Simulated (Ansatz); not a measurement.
# CdTe (F-43m) in Ansatz: reference runs

Aim: a first look at CdTe with PBEsol, on the cell as given.

All numbers are computed with Ansatz 0.2.0; they aren't measurements. Logs are shortened: lines on timing, memory, paths and dates and some standing lists are left out, and cuts for length are marked.

**The experiment to reproduce.**

From a printed reference work, data compilation, for a bulk crystal of CdTe at 0 K: band gap 1.607 eV.

How close the calculation comes is told below.

## 1. The structure

It takes space group F-43m (No. 216, cubic). Conventional cell: a = 6.410 Å, b = 6.410 Å, c = 6.410 Å, α = 90.00°, β = 90.00°, γ = 90.00°. Around Te (site symmetry -43m) lie 4 Cd at 2.78 Å. Cd (site symmetry -43m) has 4 Te at 2.78 Å as nearest neighbours.

## 2. Single point, PBEsol

input.yaml

```yaml
crystal:
  lattice:
    - [0.0, 3.205, 3.205]
    - [3.205, 0.0, 3.205]
    - [3.205, 3.205, 0.0]
  atoms:
    - { symbol: Te, position: [0.75, 0.75, 0.75] }
    - { symbol: Cd, position: [0.0, 0.0, 0.0] }
kpoints:
  mp_grid: { grid: [7, 7, 7] }
scf:
  occupations: { method: fermi_dirac, width: 0.05 }
hamiltonian:
  xc: pbesol
  pseudopotentials: { kind: all_electron, lapw: { basis_error: 0.001 } }
output:
  forces: true
  stress: true
  eigenvalues: true
  populations: true
```

Potentials or basis: all-electron LAPW, scalar-relativistic.

Launch:

```console
> ansatz run input.yaml --threads 1 --pin off --max-ram 3072MiB --backend cpu --events-out ev --progress --plain --runs-dir out
```

The log of the run:

```text
Warning: RAYON_NUM_THREADS=1 ignored (pool sized by the plan → 1); use --threads N
Te: projections on atomic orbitals take those of the free atom 1s2 2s2 2p6 3s2 3p6 3d10 4s2 4p6 4d10 5s2 5p4, of charge +0.00 (hamiltonian.pseudopotentials.projection_atoms)
Cd: projections on atomic orbitals take those of the free atom 1s2 2s2 2p6 3s2 3p6 3d10 4s2 4p6 4d10 5s2, of charge +0.00 (hamiltonian.pseudopotentials.projection_atoms)
LAPW: plane waves up to 8.259 Å⁻¹, error target 1.0e-3 eV per atom; small_component_spin mean_spin; Cd in spheres of 1.398 Å, 20 of its electrons in bands, Dirac shells []; Te in spheres of 1.378 Å, 24 of its electrons in bands, Dirac shells [] (how accurate: hamiltonian.pseudopotentials.lapw.basis_error, Limitations)
Engine: ansatz 0.2.0, x86_64-unknown-linux-gnu
Pseudopotentials: kind: all_electron
Pseudopotential: Te, LAPW, valence charge 24, lapw/all_electron/scalar/gaussian/Te, Koelling and Harmon's equation, gaussian nucleus
Pseudopotential: Cd, LAPW, valence charge 20, lapw/all_electron/scalar/gaussian/Cd, Koelling and Harmon's equation, gaussian nucleus
Functional definition: PBEsol
  exchange = pbesol_x
  correlation = pbesol_c
Crystal: 2 atoms, lattice volume = 65.844 Å³
Basis set: ecut = 259.8598291877953 eV, 609 PW (Γ), exchange–correlation at level 2
Bands: 27, of which v1, the nominal top of the filled ones, is band 22 counted from 1 (21 counted from 0)
Symmetry: 24 space group operations
Space group: F-43m (ITA 216), of the structure as read, at distance tolerance 4.0e-5 Å
k-points: 20 of 343 (time reversal used)
Non-local potential: Te, projectors of the file, none
Non-local potential: Cd, projectors of the file, none
Initial density: superposition of atomic densities (chi_scale 0.1, normalization cell, long waves kept (reshape's long-wave potential 0.00 eV rms))
Initial wavefunctions: plane waves of lowest kinetic energy (no species holds an atomic orbital)
Functional: x = pbesol(κ = 0.804, μ = 0.12345679012345678), c = pbesol(β = 0.046)
iter 1 solved again at ethr=1.15e-3 eV; its pass at ethr=1.00e-1 eV (dr2=5.08e-1 eV) is discarded
SCF iter   1: F=—  HF=-336972.000887 eV  |F-HF|=—  |Δ(HF+E_count)|=         —  Δρ=2.00e-2  dr2=5.09e-1  ethr=1.15e-3  ⟨swp⟩=2.0  Hψ=3486  notcnv=0
preconditioner: auto → none  [insulator: Δε(μ)=1.047 eV  Ē_g=11.677 eV  σ=0.050 eV  W_gap=1.00  n_scr=14 (ndim 8)  ℏωp=19.4 eV  f_vac=0.204  D(μ)=0.00/eV (n_scr^D=0)  ε∞_Penn≈3.8]
iter 2 solved again at ethr=4.64e-5 eV; its pass at ethr=1.15e-3 eV (dr2=2.04e-2 eV) is discarded
SCF iter   2: F=—  HF=-336971.796264 eV  |F-HF|=—  |Δ(HF+E_count)|=   2.05e-1  Δρ=6.24e-3  dr2=2.04e-2  ethr=4.64e-5  ⟨swp⟩=2.0  Hψ=2774  notcnv=0
SCF iter   3: F=—  HF=-336971.768314 eV  |F-HF|=—  |Δ(HF+E_count)|=   2.79e-2  Δρ=3.68e-3  dr2=8.19e-3  ethr=4.64e-5  ⟨swp⟩=2.6  Hψ=1651  notcnv=0
SCF iter   4: F=—  HF=-336971.766806 eV  |F-HF|=—  |Δ(HF+E_count)|=   1.51e-3  Δρ=1.20e-3  dr2=9.71e-4  ethr=1.86e-5  ⟨swp⟩=2.0  Hψ=1536  notcnv=0
SCF iter   5: F=—  HF=-336971.766714 eV  |F-HF|=—  |Δ(HF+E_count)|=   9.18e-5  Δρ=1.84e-4  dr2=1.55e-5  ethr=2.21e-6  ⟨swp⟩=2.0  Hψ=1536  notcnv=0
SCF iter   6: F=—  HF=-336971.766718 eV  |F-HF|=—  |Δ(HF+E_count)|=   3.74e-6  Δρ=2.95e-5  dr2=4.40e-7  ethr=3.52e-8  ⟨swp⟩=2.1  Hψ=1538  notcnv=0
SCF iter   7: F=-336971.766719 eV  HF=-336971.766719 eV  |F-HF|=1.55e-8  |Δ(HF+E_count)|=   9.04e-7  Δρ=3.29e-6  dr2=7.51e-9  ethr=9.99e-10  ⟨swp⟩=3.0  Hψ=1608  notcnv=0
SCF 1 converged in 7 iterations: F = -336971.766719 eV  dr2 = 7.51e-9
SCF converged after 7 iterations
Free energy (F): -336971.766719 eV
Harris-Foulkes:  -336971.766719 eV  (|F-HF|=1.55e-8)
Internal energy: -336971.766714 eV  (E = F + TS)
E sigma→0 (E₀):  -336971.766717 eV
Entropy (-TS):   -0.000005 eV (-0.002 meV/atom)
Fermi energy:    9.617733 eV
--- Per-component energies (eV) ---
  E_band       = -1623.919062
  E_kinetic    = 354549.531088
  E_xc         = -8850.499860
  E_electrostatic = -682670.797943  (all electrons and nuclei)
  E_smearing   = -0.000005  (= −TS)
  E_closure    = 0.000000  (closes the sum)
  E_atoms      = -336966.303613  (free atoms, spherical and without spin; not in F)
  Σ components = -336971.766719   (vs F -336971.766719, Δ=0.00e0)
  Basis errors (estimates in eV, not in F): energy 4.3e-4 per atom: plane waves 4.0e-4 (2.3e-4 summed), levels above the bands 1.6e-71, relativity 1.6e-8, radial functions 3.0e-5, core shells 4.2e-7; eigenvalues (radial functions only) 1.2e-6; not estimated: angular momenta, meshes, grids; target (lapw.basis_error) 1.0e-3; muffin-tin radii Cd 1.398 Å, Te 1.378 Å
--- Forces (eV/Å), atoms counted from 1 ---
  atom   1  Te    -0.00000000     0.00000000     0.00000000
  atom   2  Cd     0.00000000    -0.00000000    -0.00000000
  max |Σ_I F_I| component: 2.31e-17 eV/Å
--- Stress (GPa, compression-positive) ---
        1.683611      -0.000000       0.000000
       -0.000000       1.683611       0.000000
        0.000000       0.000000       1.683611
  P = ⅓ Tr σ = 1.6836 GPa (16.836 kbar)
--- Band table (eV; the first three rows and the last of 20) ---
  k-point 0: bands = ["-149.2872", "-99.3912", "-99.3912", "-99.3912", "-92.8629", "-53.9571", "-53.9571", "-53.9571", "-26.8438", "-26.8438", "-26.8438", "-26.8340", "-26.8340", "-2.2019", "0.8368", "0.8368", "0.8368", "1.1273", "1.1273", "9.2085", "9.2085", "9.2085", "9.9655", "13.7501", "13.7501", "13.7501", "16.5428"]
  k-point 1: bands = ["-149.2872", "-99.3912", "-99.3912", "-99.3912", "-92.8629", "-53.9572", "-53.9571", "-53.9571", "-26.8438", "-26.8438", "-26.8438", "-26.8340", "-26.8340", "-2.1195", "0.8526", "0.8526", "0.8977", "1.1260", "1.1260", "7.7016", "9.0194", "9.0194", "10.9631", "13.7731", "14.0296", "14.0296", "17.4404"]
  k-point 2: bands = ["-149.2872", "-99.3912", "-99.3912", "-99.3912", "-92.8629", "-53.9572", "-53.9572", "-53.9572", "-26.8439", "-26.8436", "-26.8436", "-26.8339", "-26.8339", "-1.9328", "0.8845", "0.8845", "1.1116", "1.1277", "1.1277", "5.9517", "8.6582", "8.6582", "11.1470", "14.3711", "14.3711", "14.9232", "17.2130"]
  k-point 19: bands = ["-149.2872", "-99.3912", "-99.3912", "-99.3912", "-92.8629", "-53.9572", "-53.9572", "-53.9572", "-26.8440", "-26.8436", "-26.8432", "-26.8340", "-26.8336", "-1.6411", "0.9636", "0.9803", "1.0914", "1.1297", "1.7148", "4.8394", "6.5179", "7.2552", "12.8610", "13.9953", "15.0892", "15.8663", "18.1203"]
--- Löwdin populations: 2 sites ---
  site symbol       q [e]
     0     Te     52.9370
     1     Cd     46.8410
  spilling = 0.002220 (of n_electrons = 100.000000)
```

It took 27 s on 1 thread of Intel Xeon at 2.50GHz (Skylake/Cascade Lake), shared host; peak memory 0.32 GiB.

Results:

```yaml
Free_energy: -336971.7667 eV
Pressure: 1.7 GPa
Band_gap_on_the_k_mesh: 0.76 eV, direct
Loewdin_charges: Te -0.94; Cd +1.16 e
```

Caveat: the atomic charges don't sum to the cell's charge; spin-orbit coupling is left out, which moves the levels of the heavy elements.

## 3. How close it comes

Step 2. Against the measured gap of CdTe, 1.607 eV (0 K; a printed reference work, data compilation), the calculated 0.76 eV is off by -0.85 eV. Spin-orbit coupling on Cd, Te is left out. The value is that of PBEsol, without temperature or zero-point motion. Semilocal functionals fall short of measured gaps as a rule.
